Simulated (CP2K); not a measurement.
Runs of CP2K 2026.2 on CuO. It takes space group P4/nmm (No. 129, tetragonal). Conventional cell: a = 3.175 Å, b = 3.175 Å, c = 4.650 Å, α = 90.00°, β = 90.00°, γ = 90.00°. Around Cu (site symmetry -4m2) lie 4 O at 2.02 Å and 4 Cu at 2.25 Å. O (site symmetry 4mm) is surrounded by 4 Cu at 2.02 Å. The cell was built by a generator and needn't be a form met in nature.

```csv
task,level,potentials or basis,cell,k mesh,smearing,EPS_DEFAULT,k points reduced by the point group,NGRIDS,points a segment of the path (NPOINTS),bands added on the path,gap on the mesh (eV),pressure (GPa),largest force (eV/Å)
band structure,LDA,"GTH_POTENTIALS Cu GTH-PADE-q11, O GTH-PADE-q6; TZVP-MOLOPT-PBE-GTH basis",as given,8 × 8 × 6,fermi-dirac 0.05 eV,1.0E-9,yes,4,10,2,none,6.9,1.41
band structure,r2SCAN,"POTENTIAL_UZH Cu GTH-SCAN-q11, O GTH-SCAN-q6; TZVP-MOLOPT-SCAN-GTH basis",as given,8 × 8 × 6,fermi-dirac 0.05 eV,1.0E-10,yes,4,10,4,none,12.7,1.41
relaxation of cell and atoms,PBE,"POTENTIAL_UZH Cu GTH-PBE-q11, O GTH-PBE-q6; TZVP-MOLOPT-PBE-GTH basis",relaxed,6 × 6 × 5,fermi-dirac 0.1 eV,1.0E-9,-,4,-,-,none,0.0,0.01
band structure,PBEsol,"POTENTIAL_UZH Cu GTH-PBE-q11, O GTH-PBE-q6; TZVP-MOLOPT-PBE-GTH basis",as given,8 × 8 × 6,fermi-dirac 0.0259 eV,1.0E-9,yes,5,10,2,none,(b),1.05
band structure,PBE,"POTENTIAL_UZH Cu GTH-PBE-q11, O GTH-PBE-q6; TZVP-MOLOPT-PBE-GTH basis",as given,8 × 8 × 6,fermi-dirac 0.05 eV,1.0E-9,yes,4,10,6,none,19.6,(a)
```

Alike in all rows: no spin polarisation.

Task: Estimate the missing entries.

Result: (a) 0.72; (b) 13.6.

Caveats: the basis of atomic orbitals isn't converged, which shifts pressures, moduli and gaps; the run has no spin polarisation, though such a crystal can be magnetic; semilocal functionals often make such compounds metallic where correlation or magnetic order opens a gap, which also shifts bond lengths; forces of over 1 eV/Å show positions far from the minimum, so gaps and moduli don't describe the material at rest (some runs); the potentials were made for another functional, which shifts forces and pressure (some runs); so large a pressure means that the cell lies far from this level's equilibrium, or that cutoff or potentials fall short (some runs).

A gap of «none» marks a metal or a gap under the smearing width.
